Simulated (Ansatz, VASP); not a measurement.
Pb in VASP and in Ansatz

```
CELL_PARAMETERS angstrom
-1.53295 1.53295 1.53295
1.53295 -1.53295 1.53295
1.53295 1.53295 -1.53295
ATOMIC_POSITIONS crystal
Pb 0.00000 0.00000 0.00000
```

Change from the starting cell: volume scaled by 0.5, LAPW.

Alike in both runs: task single point; functional LDA; k mesh 14 × 14 × 14; occupations fermi-dirac, width 0.05 eV; no spin polarisation.

|  | VASP | Ansatz |
| --- | --- | --- |
| version | VASP 6.6.1 | Ansatz 0.2.0 |
| potentials or method | VASP PAW LDA potentials, release 64 (Pb_d), cutoff 520 eV | all-electron LAPW, scalar-relativistic |

|  | VASP | Ansatz | Ansatz less VASP |
| --- | --- | --- | --- |
| pressure (GPa) | 204.9 | 203.0 | -1.88 |

Ansatz ran all-electron here, so the differences hold the error of VASP's frozen core and of both bases.

Caveats: the cell as given lies far from equilibrium; so large a pressure means that the cell lies far from this level's equilibrium, or that cutoff or potentials fall short (VASP). The runs have no spin-orbit coupling, so splittings on Pb are missing.
